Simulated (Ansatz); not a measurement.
# ZrS2: the cost of one run

Program: Ansatz 0.2.0. Level of theory: DFT PBE, scalar-relativistic, plane waves, PAW. These are calculated values, not measurements.

5 further runs of the same task are left out: 5 set aside as unsound or not needed.

## Step 1: The system as given

Symmetry: P-3m1, No. 164, trigonal system. Conventional cell: a = 3.685 Å, b = 3.685 Å, c = 6.758 Å, α = 90.00°, β = 90.00°, γ = 120.00°. Zr (site symmetry -3m) is surrounded by 6 S at 2.57 Å. S (site symmetry 3m) is surrounded by 3 Zr at 2.57 Å.

Coordinates:

```cif
data_structure
_symmetry_space_group_name_H-M 'P 1'
_symmetry_Int_Tables_number 1
_cell_length_a 3.6852
_cell_length_b 3.6852
_cell_length_c 6.7579
_cell_angle_alpha 90.000
_cell_angle_beta 90.000
_cell_angle_gamma 120.000
_cell_volume 79.48
loop_
_atom_site_label
_atom_site_type_symbol
_atom_site_fract_x
_atom_site_fract_y
_atom_site_fract_z
_atom_site_occupancy
Zr1 Zr 0.00000 0.00000 0.00000 1
S1 S 0.66667 0.33333 0.78568 1
S2 S 0.33333 0.66667 0.21432 1
```

It goes back to an entry of the Materials Project.

It is the result of an earlier relaxation at this level (volume 26.49 Å³/atom; gap on the mesh: 1.14 eV).

The host's static dielectric tensor, from an earlier linear-response run, has a mean of 36.59.

## Step 2: Reference: the perfect crystal in the supercell

input.yaml

```yaml
crystal:
  lattice:
    - [-3.6852084633, -6.3829682948, 0.0]
    - [3.6852084633, 0.0, -6.757906724]
    - [5.5278126949, -3.1914841475, 6.757906724]
  atoms:
    - { symbol: Zr, position: [0.8333333333, 0.3333333333, 0.3333333333] }
    - { symbol: Zr, position: [0.5, 0.0, 0.0] }
    - { symbol: Zr, position: [0.6666666667, 0.6666666667, 0.6666666667] }
    - { symbol: Zr, position: [0.3333333333, 0.3333333333, 0.3333333333] }
    - { symbol: Zr, position: [0.0, 0.0, 0.0] }
    - { symbol: Zr, position: [0.1666666667, 0.6666666667, 0.6666666667] }
    - { symbol: S, position: [0.4801638508, 0.9206554031, 0.7063389651] }
    - { symbol: S, position: [0.1468305174, 0.5873220698, 0.3730056318] }
    - { symbol: S, position: [0.3134971841, 0.2539887364, 0.0396722984] }
    - { symbol: S, position: [0.9801638508, 0.9206554031, 0.7063389651] }
    - { symbol: S, position: [0.6468305174, 0.5873220698, 0.3730056318] }
    - { symbol: S, position: [0.8134971841, 0.2539887364, 0.0396722984] }
    - { symbol: S, position: [0.5198361492, 0.0793445969, 0.2936610349] }
    - { symbol: S, position: [0.1865028159, 0.7460112636, 0.9603277016] }
    - { symbol: S, position: [0.3531694826, 0.4126779302, 0.6269943682] }
    - { symbol: S, position: [0.0198361492, 0.0793445969, 0.2936610349] }
    - { symbol: S, position: [0.6865028159, 0.7460112636, 0.9603277016] }
    - { symbol: S, position: [0.8531694826, 0.4126779302, 0.6269943682] }
basis:
  ecutwfc: 420
  xc_grid: 2
kpoints:
  mp_grid: { grid: [1, 1, 1], shift: [0.0, 0.0, 0.0] }
hamiltonian:
  xc: pbe
scf:
  occupations: { method: gaussian, width: 0.01 }
output:
  forces: true
  stress: true
  eigenvalues: true
```

Command:

```bash
ansatz run input.yaml --threads 4 --pin off --max-ram 8192MiB --backend cpu --events-out ev --progress --plain --runs-dir out
```

Q: Estimate wall time and peak memory on 4 threads of Intel Xeon Platinum 8259CL at 2.50GHz (Skylake/Cascade Lake), shared host.

About 1.2 s, with a peak of 0.58 GiB.
